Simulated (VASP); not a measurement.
Ta:

```xyz
2
Lattice="2.9417 0.0000 0.0000 -1.4708 2.5476 0.0000 0.0000 0.0000 4.8038" Properties=species:S:1:pos:R:3 pbc="T T T"
Ta    0.0000    1.6984    1.2009
Ta    1.4708    0.8492    3.6028
```

This isn't the form of Ta at room conditions, which is bcc.

```yaml
Program: VASP 6.6.1
Task: relaxation of cell and atoms
Functional: PBE
Dispersion: D3(BJ)
Potentials_or_basis: VASP PAW PBE potentials, release 64 (Ta_pv)
Cutoff: 600 eV
k_mesh: 18 × 18 × 10
Occupations: gaussian, width 0.1 eV
Spin: no spin polarisation
```

At the start: pressure 2.0 GPa; volume 18.00 Å³/atom.

Problem. Where does the relaxation end?

Solution. Over 8 steps the energy falls by 42.8 meV/atom and the volume is 18.19 Å³/atom (+1.1 %); space group P6_3/mmc (No. 194, to 0.05 Å).

Step by step:
| step | energy change (eV) | largest force (eV/Å) | pressure (GPa) | volume (Å³) |
| --- | --- | --- | --- | --- |
| 1 | 0.0000 | 0.0000 | 2.04 | 36.00 |
| 2 | -0.0708 | 0.0000 | -4.19 | 37.15 |
| 3 | -0.0709 | 0.0000 | -4.30 | 37.18 |
| 4 | -0.0200 | 0.0000 | 7.77 | 35.23 |
| 5 | -0.0849 | 0.0000 | -0.90 | 36.55 |
| 6 | -0.0849 | 0.0000 | -0.75 | 36.53 |
| 7 | -0.0852 | 0.0000 | 0.60 | 36.27 |
| 8 | -0.0856 | 0.0000 | -0.03 | 36.39 |

Final structure:
```
Ta
1.0
     2.87448    0.00000    0.00000
    -1.43724    2.48937    0.00000
     0.00000    0.00000    5.08530
Ta
2
Direct
  0.33333 0.66667 0.25000
  0.66667 0.33333 0.75000
```

Caveat: pairwise dispersion overbinds metals, which lowers pressure and volume.
